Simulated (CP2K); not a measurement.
Crystal: NaI.

```
I Na
1.0
     4.57696    0.00000    0.00000
     2.28848    3.96376    0.00000
     2.28848    1.32125    3.73707
I Na
1 1
Direct
  0.50000 0.50000 0.50000
  0.00000 0.00000 0.00000
```

Program: CP2K 2026.2. Alike in all runs: task band structure; potentials or basis POTENTIAL_UZH I GTH-PBE-q7, Na GTH-PBE-q9; TZVP-MOLOPT-PBE-GTH basis; no spin polarisation; cell as given; k mesh 7 × 7 × 7; smearing fermi-dirac 0.05 eV.

Question: Order these runs on this cell by their pressure, lowest first.
A. level revPBE
B. level PBEsol
C. level TASK

Answer: B (-0.1 GPa), A (1.7 GPa), C (5.5 GPa).

Caveats: the potentials were made for another functional, which shifts forces and pressure; the basis of atomic orbitals isn't converged, which shifts pressures, moduli and gaps.

Runs at the PBE level aren't shown here.
